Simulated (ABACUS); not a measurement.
Crystal: ZnSe (Stilleite).

```
CELL_PARAMETERS angstrom
0.00000 2.83380 2.83380
2.83380 0.00000 2.83380
2.83380 2.83380 0.00000
ATOMIC_POSITIONS crystal
Se 0.25000 0.25000 0.25000
Zn 0.00000 0.00000 0.00000
```

| Quantity | Value |
| --- | --- |
| Program | ABACUS 3.10.1 |
| Task | relaxation of cell and atoms |
| Functional | PBEsol |
| Potentials or basis | Ansatz NC PBE |
| Cutoff | 1184 eV |
| Density cutoff | 4735 eV |
| Basis | plane waves |
| k mesh | 6 × 6 × 6 |
| Occupations | fermi-dirac, width 0.05 eV |
| Spin | no spin polarisation |

At the start: pressure -1.3 GPa; volume 22.76 Å³/atom.

Task: Where does the relaxation end?

Result: Over 3 steps the energy falls by 2.1 meV/atom and the volume is 22.26 Å³/atom (-2.2 %); space group F-43m (No. 216, to 0.05 Å).

The path:
```
step  energy change (eV)  largest force (eV/Å)  pressure (GPa)  volume (Å³)
   1              0.0000                0.0000           -1.35        45.51
   2             -0.0014                0.0000           -1.10        45.33
   3             -0.0041                0.0000            0.03        44.52
```

Final structure:
```cif
data_structure
_symmetry_space_group_name_H-M 'P 1'
_symmetry_Int_Tables_number 1
_cell_length_a 3.9782
_cell_length_b 3.9782
_cell_length_c 3.9782
_cell_angle_alpha 60.000
_cell_angle_beta 60.000
_cell_angle_gamma 60.000
_cell_volume 44.52
loop_
_atom_site_label
_atom_site_type_symbol
_atom_site_fract_x
_atom_site_fract_y
_atom_site_fract_z
_atom_site_occupancy
Se1 Se 0.25000 0.25000 0.25000 1
Zn1 Zn 0.00000 0.00000 0.00000 1
```

Caveat: the potentials were made for another functional, which shifts forces and pressure.
